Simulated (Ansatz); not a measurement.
BaO (rocksalt) was put through Ansatz (plane waves). The cell was relaxed with r2SCAN and then strained (uniaxial +1.0 % along [111], other directions held), with the atoms relaxed again with r2SCAN; k points keep the names of the unstrained zone.

The cell:
```
CELL_PARAMETERS angstrom
0.01848 2.79042 2.79042
2.79042 0.01848 2.79042
2.79042 2.79042 0.01848
ATOMIC_POSITIONS crystal
Ba 0.00000 0.00000 0.00000
O 0.50000 0.50000 0.50000
```

The output, standing remarks left out:
```
scf.n_extra_bands = 4 over 8 filled bands (N_el = 16.0): the run solves 12 bands
Pseudopotential: Ba, paw, valence charge 10, recommended cutoff 420 eV (normal)
Pseudopotential: O, paw, valence charge 6, recommended cutoff 420 eV (normal)
Functional definition: HSE06
Crystal: 2 atoms, lattice volume = 43.023 Å³
Basis set: ecut = 420 eV, 869 PW (Γ)
Bands: 12, of which v1, the nominal top of the filled ones, is band 8 counted from 1 (7 counted from 0)
Symmetry: 12 space group operations
Space group: R-3m (ITA 166)
k-points: 32 of 216
[warm-up without exact exchange]
SCF 1 stopped early in 3 iterations: F = -6519.545387 eV  dr2 = 2.14e-5
[exact exchange on]
Exchange kernel: α = 0.2500, screened, ω = 0.2079 Å⁻¹, Wigner–Seitz truncation, v(0) = 1046.5515 eV·Å³, q-mesh 6×6×6
SCF 2 stopped early in 6 iterations: F = -6524.109443 eV  dr2 = 1.62e-6
hybrid outer 1: dexx = +6.211e-3 eV, tail = 1.32e-5 eV
SCF 3 converged in 3 iterations: F = -6524.109383 eV  dr2 = 5.35e-9
hybrid outer 2: dexx = +1.526e-7 eV, tail = 1.51e-8 eV, Δε = 1.68e-3 eV
hybrid SCF converged: 2 outer / 9 inner (+3 warm-up)
Free energy (F): -6524.109383 eV
Fermi energy:    7.469414 eV
--- Per-component energies (eV) ---
  E_band       = -41.320148
  E_kinetic    = 345.586193
  E_local      = -567.743830
  E_nonlocal   = 103.410205
  E_hartree    = 203.129964
  E_xc         = -196.031621
  E_vxc        = -186.051279
  E_exx        = -38.238557
  E_paw        = -5397.669084
  E_vpaw       = -66.306062
  E_ewald      = -976.380113
  E_core_change = -0.174887
--- Forces (eV/Å), atoms counted from 1 ---
  atom   1  Ba      0.00000      0.00000      0.00000
  atom   2  O       0.00000      0.00000      0.00000
--- Stress (GPa, compression-positive) ---
       -1.218497      -0.256350      -0.256350
       -0.256350      -1.218497      -0.256350
       -0.256350      -0.256350      -1.218497
  P = ⅓ Tr σ = -1.2185 GPa (-12.185 kbar)
--- Band table (eV; the first three rows and the last of 32) ---
  k-point 0: bands = […, -3.3054, -3.2878, -3.2878, 7.0082, 7.0176, 7.0176, 12.3426, 13.5619, 13.6815, 13.6815]
  k-point 1: bands = […, -3.3702, -3.3296, -3.3186, 6.5266, 6.6973, 6.7155, 13.2403, 13.5603, 14.0639, 14.1767]
  k-point 2: bands = […, -3.5211, -3.3791, -3.3788, 5.7713, 6.1540, 6.1884, 13.4595, 15.2919, 15.4215, 15.6570]
  k-point 31: bands = […, -3.5457, -3.3888, -3.3888, 5.4646, 5.9684, 5.9684, 13.8314, 16.1848, 16.1848, 16.4345]
```

Levels at the listed points, from bands.tsv (eV from the Fermi energy, bands near the gap, counted from 0):
```tsv
# k_distance	band_3	band_4	band_5	band_6	band_7	band_8	band_9	band_10	band_11
# fermi_ev = 7.469414
# [0, 0, 0] at k_distance = 0.000000
# [0.5, 0, 0.5] at k_distance = 1.129626
# [0.625, 0.25, 0.625] at k_distance = 1.527687
# [0.375, 0.375, 0.75] at k_distance = 2.221722
# [0.5, 0.5, 0.5] at k_distance = 2.915756
# [0.5, 0.25, 0.75] at k_distance = 3.717159
# levels_relative_to = fermi_ev
0.000	-10.757	-10.757	-0.461	-0.452	-0.452	4.873	6.092	6.212	6.212
1.130	-11.384	-11.362	-0.220	-0.219	0.000	3.354	7.464	10.249	10.509
1.528	-11.259	-11.191	-0.959	-0.782	-0.152	4.743	7.925	8.509	9.940
2.222	-11.259	-11.191	-0.959	-0.782	-0.152	4.743	7.925	8.509	9.940
2.916	-10.858	-10.858	-2.005	-1.501	-1.501	6.362	8.715	8.715	8.965
3.717	-11.850	-10.850	-1.409	-0.218	-0.210	5.939	5.971	8.368	11.312
```
In order the rows are Γ, X, U, K, L, W.

**Question.** What input produced it? Give the YAML.

**Answer.**
```yaml
crystal:
  # lattice and atoms as above
kpoints:
  mp_grid: { grid: [6, 6, 6] }
  band_path:
    path:
      - [0.0, 0.0, 0.0]
      - [0.5, 0.0, 0.5]
      - [0.625, 0.25, 0.625]
      - [0.375, 0.375, 0.75]
      - [0.5, 0.5, 0.5]
      - [0.5, 0.25, 0.75]
    npoints: 1
hamiltonian:
  xc: hse06
scf:
  occupations: { method: fixed }
  n_extra_bands: 4
output:
  forces: true
  stress: true
  eigenvalues: true
```
A single point prints forces and stress when the output block asks for them. The exchange loop and the term E_exx show exact exchange. This is the file that was run; thresholds and some counts can't be read off the log exactly.

No spin polarisation and no zero-point or thermal motion.

Spin-orbit coupling is left out.

The stress of a hybrid is loosely converged in these runs.

The meshes of the hybrids are coarse, so their gaps aren't converged to the digits shown.
